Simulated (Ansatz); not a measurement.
Start from CsCl in the CsCl type structure (space group Pm-3m, No. 221; a = 4.140 Å). Axes: x, y, z lie along the cube axes.

Method: r2SCAN/PAW in Ansatz (an electronic-structure program), spin-orbit coupling left out.

A first run, uniaxial strain ε_xx = +1.90 %, gives secant values C11 ≈ 35 GPa and C12 ≈ 8.2 GPa from its stress. A second run applies biaxial strain +2.21 %, plane normal [001], relaxed out of plane.

Q: What does linear elasticity predict for −ε⊥/ε∥ in the second run, and what does the run give?

A: Linear elasticity: 2 C12/C11 = 0.47. The run gives 0.42; any difference comes from nonlinear terms at these strains and numerical noise.

Whether these cells are dynamically stable was not tested.
